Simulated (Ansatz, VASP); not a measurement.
As: VASP beside Ansatz

```
CELL_PARAMETERS angstrom
-1.63263 1.63263 1.63263
1.63263 -1.63263 1.63263
1.63263 1.63263 -1.63263
ATOMIC_POSITIONS crystal
As 0.00000 0.00000 0.00000
```

Alike in both runs: task single point; functional PBEsol; k mesh 15 × 15 × 15; occupations fermi-dirac, width 0.1 eV; no spin polarisation.

```csv
,VASP,Ansatz
version,VASP 6.6.1,Ansatz 0.2.0
potentials or method,"VASP PAW PBE potentials, release 64 (As)","plane waves (420 eV) with PAW, scalar-relativistic"
plane-wave cutoff (eV),520,420
valence electrons in the cell,5,15
```

|  | VASP | Ansatz | Ansatz less VASP |
| --- | --- | --- | --- |
| pressure (GPa) | 4.5 | 4.2 | -0.32 |

The functional is the same, so the differences come from potentials, cutoffs and numerics. The two sets of potentials don't hold the same shells in valence. Ansatz warned: «pseudo_functional_mismatch».

Caveats: the PAW data sets were made with another functional, which shifts forces and pressure a little (VASP).
